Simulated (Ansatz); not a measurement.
# ZrB2: the cost of one run

Program: Ansatz 0.2.0. Level of theory: DFT PBE, scalar-relativistic. These are calculated values, not measurements.

### 1 The starting structure

It takes space group P6/mmm (No. 191, hexagonal). The conventional cell has a = 3.165 Å, b = 3.165 Å, c = 3.520 Å, α = 90.00°, β = 90.00°, γ = 120.00°. Around Zr (site symmetry 6/mmm) lie 12 B at 2.54 Å. Around B (site symmetry -6m2) lie 3 B at 1.83 Å and 6 Zr at 2.54 Å.

Structure file:

```
Zr B
1.0
     3.16500    0.00000    0.00000
    -1.58250    2.74097    0.00000
     0.00000    0.00000    3.52000
Zr B
1 2
Direct
  0.00000 0.00000 0.00000
  0.33333 0.66667 0.50000
  0.66667 0.33333 0.50000
```

Atoms are numbered in the order of the input: Zr1, B2, B3.

### 2 The deformed structure

Space group P6/mmm before, P-1 after.

### 3 Full-potential LAPW

input.yaml reads:

```yaml
crystal:
  lattice:
    - [3.1649998255, -0.0158249991, -0.0158249991]
    - [-1.5962047641, 2.7488827515, -0.0057923517]
    - [-0.0176, -0.0176, 3.52]
  atoms:
    - { symbol: Zr, position: [0.0, 0.0, 0.0] }
    - { symbol: B, position: [0.3333333333, 0.6666666667, 0.5] }
    - { symbol: B, position: [0.6666666667, 0.3333333333, 0.5] }
kpoints:
  mp_grid: { grid: [12, 12, 9] }
  band_path:
    path:
      - [0.0, 0.0, 0.0]
      - [0.0, 0.0, 0.5]
      - [-0.5, 0.5, 0.0]
      - [0.0, 0.0, 0.0]
      - [0.0, -0.5, 0.0]
      - [-0.5, 0.0, 0.5]
      - [0.0, 0.0, 0.0]
      - [-0.5, 0.0, 0.0]
      - [0.0, -0.5, 0.5]
    npoints: 5
scf:
  occupations: { method: fermi_dirac, width: 0.05 }
hamiltonian:
  xc: pbe
  pseudopotentials: { kind: all_electron, lapw: { basis_error: 0.001 } }
output:
  forces: true
  stress: true
  eigenvalues: true
```

The run is started by

```bash
$ ansatz run input.yaml --threads 1 --pin off --max-ram 6144MiB --backend cpu --events-out ev --progress --plain --runs-dir out
```

Q: Estimate wall time and peak memory on 1 thread of Arm Neoverse V2, shared host.

About 98 s, with a peak of 1.3 GiB.
